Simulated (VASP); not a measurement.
# GaN (F-43m) in VASP: Born charges and dielectric tensor with LDA

Aim: the Born charges and dielectric tensor of GaN with LDA.

Everything below comes from runs of VASP 6.6.1. Logs are shortened: lines on timing, memory, paths and dates and some standing lists are left out, and cuts for length are marked.

**The experiment to reproduce.**

A printed reference work, textbook reports, for a bulk crystal of GaN at 0 K: band gap 3.299 eV (direct).

The runs below are set against these values where they give the same quantity.

## (1) The crystal as given

The structure is cubic, space group F-43m (No. 216). Conventional cell: a = 4.463 Å, b = 4.463 Å, c = 4.463 Å, α = 90.00°, β = 90.00°, γ = 90.00°. Ga (site symmetry -43m) is surrounded by 4 N at 1.93 Å. Around N (site symmetry -43m) lie 4 Ga at 1.93 Å.

The cell is a database's computed one.

## (2) Born charges and dielectric tensor, LDA

The input, INCAR:

```
ALGO = Normal
EDIFF = 1E-8
ENCUT = 600
GGA = CA
IBRION = 8
ISIF = 2
ISMEAR = 0
LASPH = True
LCHARG = False
LEPSILON = True
LREAL = False
LWAVE = False
NELM = 80
NSW = 1
PREC = Accurate
SIGMA = 0.02
```

The input, KPOINTS:

```
k-points
0
Gamma
  14 14 14
```

The input, POSCAR:

```
GaN
1.0
    0.0000000000      2.2314300000      2.2314300000
    2.2314300000      0.0000000000      2.2314300000
    2.2314300000      2.2314300000      0.0000000000
Ga N
1 1
Direct
    0.0000000000      0.0000000000      0.0000000000
    0.2500000000      0.2500000000      0.2500000000
```

Potentials or basis: VASP PAW LDA potentials, release 64 (Ga_d, N).

Started as:

```sh
> cat potpaw_LDA.64/Ga_d/POTCAR potpaw_LDA.64/N/POTCAR > POTCAR
> mpirun -np 1 vasp_std > vasp.out
```

OUTCAR:

```text
EDIFF = 1E-8
   ENCUT = 600
   GGA = CA
   IBRION = 8
   ISIF = 2
   ISMEAR = 0
   LASPH = True
   LEPSILON = True
   LREAL = False
   NELM = 80
   NSW = 1
   PREC = Accurate

 ion  position               nearest neighbor table
   1  0.000  0.000  0.000-   2 1.93   2 1.93   2 1.93   2 1.93
   2  0.250  0.250  0.250-   1 1.93   1 1.93   1 1.93   1 1.93

  LATTYP: Found a face centered cubic cell.
 ALAT       =     4.4628600000

  Lattice vectors:

 A1 = (   0.0000000000,   2.2314300000,   2.2314300000)
 A2 = (   2.2314300000,   0.0000000000,   2.2314300000)
 A3 = (   2.2314300000,   2.2314300000,   0.0000000000)

Analysis of symmetry for initial positions (statically):
=====================================================================
 Subroutine PRICEL returns:
 Original cell was already a primitive cell.

 Routine SETGRP: Setting up the symmetry group for a
 face centered cubic supercell.

 Subroutine GETGRP returns: Found 24 space group operations
 (whereof 24 operations were pure point group operations)
 out of a pool of 48 trial point group operations.

The static configuration has the point symmetry T_d .

Analysis of symmetry for dynamics (positions and initial velocities):
=====================================================================
 Subroutine PRICEL returns:
 Original cell was already a primitive cell.

 Routine SETGRP: Setting up the symmetry group for a
 face centered cubic supercell.

 Subroutine GETGRP returns: Found 24 space group operations
 (whereof 24 operations were pure point group operations)
 out of a pool of 48 trial point group operations.

The dynamic configuration has the point symmetry T_d .

 Subroutine INISYM returns: Found 24 space group operations
 (whereof 24 operations are pure point group operations),
 and found     1 'primitive' translations

----------------------------------------------------------------------------------------

                                     Primitive cell

  volume of cell :      22.2218

  direct lattice vectors                    reciprocal lattice vectors
     0.000000000  2.231430000  2.231430000    -0.224071559  0.224071559  0.224071559
     2.231430000  0.000000000  2.231430000     0.224071559 -0.224071559  0.224071559
     2.231430000  2.231430000  0.000000000     0.224071559  0.224071559 -0.224071559

  length of vectors
     3.155718569  3.155718569  3.155718569     0.388103326  0.388103326  0.388103326

  position of ions in fractional coordinates (direct lattice)
     0.000000000  0.000000000  0.000000000
     0.250000000  0.250000000  0.250000000

  ion indices of the primitive-cell ions
   primitive index   ion index
                 1           1
                 2           2

----------------------------------------------------------------------------------------

 KPOINTS: k-points

Automatic generation of k-mesh.
 Grid dimensions read from file:
 generate k-points for:   14   14   14

 Generating k-lattice:

  Cartesian coordinates                     Fractional coordinates (reciprocal lattice)
    -0.016005111  0.016005111  0.016005111     0.071428571  0.000000000  0.000000000
     0.016005111 -0.016005111  0.016005111     0.000000000  0.071428571  0.000000000
     0.016005111  0.016005111 -0.016005111     0.000000000  0.000000000  0.071428571

[... 533 lines left out ...]
  free energy    TOTEN  =        -0.30616726 eV

  energy without entropy =       -0.30616726

------------------------ aborting loop because EDIFF is reached ----------------------------------------

--------------------------------------- Ionic step        2  -------------------------------------------

------------------------ aborting loop because EDIFF is reached ----------------------------------------

--------------------------------------- Ionic step        3  -------------------------------------------

------------------------ aborting loop because EDIFF is reached ----------------------------------------

 PIEZOELECTRIC TENSOR FIELD DIRECTION 3  (e Angst)
 -----------------------------------------------------------------------------
    -0.00104 -1.40570  0.00000           ( -0.00000 -0.11024  0.00000)
    -1.40570 -0.00104  0.00000           ( -0.11024 -0.00000  0.00000)
     0.00000  0.00000  0.00091           (  0.00000  0.00000 -0.00000)

 PIEZOELECTRIC TENSOR FIELD DIRECTION 3  (C/m^2)
 -----------------------------------------------------------------------------
    -0.00075 -1.01350  0.00000
    -1.01350 -0.00075  0.00000
     0.00000  0.00000  0.00066

--------------------------------------- Ionic step        4  -------------------------------------------

------------------------ aborting loop because EDIFF is reached ----------------------------------------

[... ionic steps 5 to 6 ...]

--------------------------------------- Ionic step        7  -------------------------------------------

 Free energy of the ion-electron system (eV)
  ---------------------------------------------------
  ---------------------------------------------------
  free energy    TOTEN  =        -0.22938634 eV

  energy without entropy =       -0.22938634

------------------------ aborting loop because EDIFF is reached ----------------------------------------

 INTERNAL STRAIN TENSOR  FOR ION    2  DIRECTION 1   (eV/Angst):
 -----------------------------------------------------------------------------
     0.00114  0.00000  0.00000
     0.00000 -0.00322 -9.12136
     0.00000 -9.12136 -0.00322

 MACROSCOPIC STATIC DIELECTRIC TENSOR (including local field effects in DFT)
 ------------------------------------------------------
           5.732532     0.000000    -0.000000
          -0.000000     5.732532     0.000000
          -0.000000    -0.000000     5.732532
 ------------------------------------------------------

 PIEZOELECTRIC TENSOR (including local field effects)  for field in x, y, z        (e  Angst)
          XX          YY          ZZ          XY          YZ          ZX
  --------------------------------------------------------------------------------
  x     0.00000     0.00000     0.00000     0.00000    -1.40667     0.00000
  y     0.00000     0.00000     0.00000     0.00000     0.00000    -1.40667
  z     0.00000     0.00000     0.00000    -1.40667     0.00000     0.00000

 PIEZOELECTRIC TENSOR (including local field effects)  for field in x, y, z        (C/m^2)
          XX          YY          ZZ          XY          YZ          ZX
  --------------------------------------------------------------------------------
  x     0.00000     0.00000     0.00000     0.00000    -1.01420     0.00000
  y     0.00000     0.00000     0.00000     0.00000     0.00000    -1.01420
  z     0.00000     0.00000     0.00000    -1.01420     0.00000     0.00000

 BORN EFFECTIVE CHARGES (including local field effects) (in |e|, cummulative output)
 ---------------------------------------------------------------------------------
 ion    1
    1     2.62665    -0.00000     0.00000
    2     0.00000     2.62665     0.00000
    3     0.00000     0.00000     2.62665
 ion    2
    1    -2.62665     0.00000    -0.00000
    2    -0.00000    -2.62665     0.00000
    3    -0.00000    -0.00000    -2.62665

 INTERNAL STRAIN TENSOR FOR ION    2 for displacements in x,y,z  (eV/Angst):
          X           Y           Z          XY          YZ          ZX
  --------------------------------------------------------------------------------
  x     0.00000     0.00000     0.00000     0.00000    -9.12136     0.00000
  y     0.00000     0.00000     0.00000     0.00000     0.00000    -9.12136
  z     0.00000     0.00000     0.00000    -9.12136     0.00000     0.00000

 SECOND DERIVATIVES (NOT SYMMETRIZED)
 ------------------------------------
               1X          1Y          1Z          2X          2Y          2Z
  1X   -13.106406    0.000000    0.000000   13.106406    0.000000    0.000000
  1Y     0.000000  -13.106406    0.000000    0.000000   13.106406    0.000000
  1Z     0.000000    0.000000  -13.106406    0.000000    0.000000   13.106406
  2X    13.127379    0.000000    0.000000  -13.127379    0.000000    0.000000
  2Y     0.000000   13.127379    0.000000    0.000000  -13.127379    0.000000
  2Z     0.000000    0.000000   13.127379    0.000000    0.000000  -13.127379

 Eigenvectors and eigenvalues of the dynamical matrix
 ----------------------------------------------------

   1 f  =   16.585904 THz   104.212309 2PiTHz  553.246212 cm-1    68.593757 meV
             X         Y         Z           dx          dy          dz
      0.000000  0.000000  0.000000    -0.000000   -0.408663   -0.000000
      1.115715  1.115715  1.115715     0.000000    0.912685    0.000000
[... 21 lines left out ...]
   6 f/i=    0.004946 THz     0.031075 2PiTHz    0.164971 cm-1     0.020454 meV
             X         Y         Z           dx          dy          dz
      0.000000  0.000000  0.000000    -0.206055    0.869078   -0.187723
      1.115715  1.115715  1.115715    -0.092263    0.389137   -0.084055

--------------------------------------------------------------------------------------------------------

 MACROSCOPIC STATIC DIELECTRIC TENSOR IONIC CONTRIBUTION
 ------------------------------------------------------
           4.283115     0.000000     0.000000
           0.000000     4.283115     0.000000
           0.000000     0.000000     4.283115
 ------------------------------------------------------

 ELASTIC MODULI CONTR FROM IONIC RELAXATION (kBar)
 Direction    XX          YY          ZZ          XY          YZ          ZX
 --------------------------------------------------------------------------------
 XX          -0.0000     -0.0000     -0.0000     -0.0000     -0.0000     -0.0000
 YY          -0.0000     -0.0000     -0.0000     -0.0000     -0.0000     -0.0000
 ZZ          -0.0000     -0.0000     -0.0000     -0.0000     -0.0000     -0.0000
 XY          -0.0000     -0.0000     -0.0000   -426.4540      0.0000      0.0000
 YZ          -0.0000     -0.0000     -0.0000      0.0000   -426.4540      0.0000
 ZX          -0.0000     -0.0000     -0.0000      0.0000      0.0000   -426.4540
 --------------------------------------------------------------------------------

 PIEZOELECTRIC TENSOR IONIC CONTR  for field in x, y, z        (C/m^2)
          XX          YY          ZZ          XY          YZ          ZX
  --------------------------------------------------------------------------------
  x     0.00000     0.00000     0.00000     0.00000     1.27171    -0.00000
  y     0.00000     0.00000     0.00000     0.00000     0.00000     1.27171
  z     0.00000     0.00000     0.00000     1.27171     0.00000     0.00000
```

Wall time 12 min (1 thread of Intel Xeon 6975P-C (Granite Rapids), shared host); peak memory 0.46 GiB.

What came out:

| Property | Result |
| --- | --- |
| Band gap on the k mesh | 1.94 eV, direct |
| Electronic dielectric tensor (diagonal) | 5.73 |
| Born charges (mean of the diagonal) | Ga +2.63; N -2.63 e |
| Highest phonon frequency at Γ, LO-TO splitting left out | 553 cm⁻¹ |

Phonon frequencies in cm⁻¹ (negative: imaginary):
| q point | frequencies |
| --- | --- |
| (0.000, 0.000, 0.000) | 0 0 0 553 553 553 |

Electronic dielectric tensor:
```
5.73 0.00 0.00
0.00 5.73 0.00
0.00 0.00 5.73
```

Born effective charge tensors (e):
atom 1, Ga
```
2.63 0.00 0.00
0.00 2.63 0.00
0.00 0.00 2.63
```
atom 2, N
```
-2.63  0.00  0.00
 0.00 -2.63  0.00
 0.00  0.00 -2.63
```

## (3) How close it comes

Step 2. Measured gap of GaN: 3.299 eV (direct; 0 K; a printed reference work, textbook). This calculation gives 1.94 eV (-1.36 eV). Spin-orbit coupling on Ga is left out. The value is that of LDA on a finite k mesh, which can miss the band edges, without temperature or zero-point motion. Semilocal functionals fall short of measured gaps as a rule. The cell is a database's relaxed one, not the measured one, which moves gaps too.
